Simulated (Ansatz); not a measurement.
Cu: enthalpy against pressure

Cu, P6_3/mmc, a = 2.531 Å, c = 4.130 Å. This isn't the element's structure at ambient conditions. Ansatz: r2SCAN, PAW, 500 eV, Γ-centred 18×18×10 mesh on 2 atoms, Gaussian smearing 0.10 eV; no spin polarisation. Cell and atoms are relaxed at each pressure, and no other structure is tried, so the rows at high pressure may lie past a change of phase. y is the enthalpy over the state at zero pressure; there V0 = 11.451 Å³/atom. The pressures are the targets, met within 0.04 GPa.

```
P (GPa) y (eV/atom)
   -1.0      -0.0717
    0.0       0.0000
    1.0       0.0713
    4.0       0.2826
   12.0       0.8299
   25.0            ?
   50.0       3.2054
   90.0       5.4609
```

Question: Fit y = c1 P + c2 P² + c3 P³ to the other rows, say what c1 and c2 mean, and predict the missing value.

Answer: Least squares on the rows shown. y = 0.071164 P − 0.00017189 P² + 6.1516×10⁻⁷ P³. Since dH/dP = V, c1 is V0: 0.071164 eV/GPa × 160.2 = 11.400 Å³ against 11.451; c2 = −V0/(2B0) gives B0 = 207 GPa, where a Birch–Murnaghan fit to the volumes of the same runs (not shown) gives 161 GPa: a cubic over this range folds the higher terms into c2. At P = 25.0 the fit asked for gives 1.6813 eV/atom. The run gave 1.6787 eV/atom, so the fit is 0.0026 eV/atom too high, 0.047 % of the span of the series, against an rms of 0.0004 eV/atom on the fitted rows. With a term in P⁴ added, a fit to the same known rows predicts 1.6773 eV/atom, a smaller miss on the other side.

The mesh isn't the same in all rows (18×18×10, 24×24×12).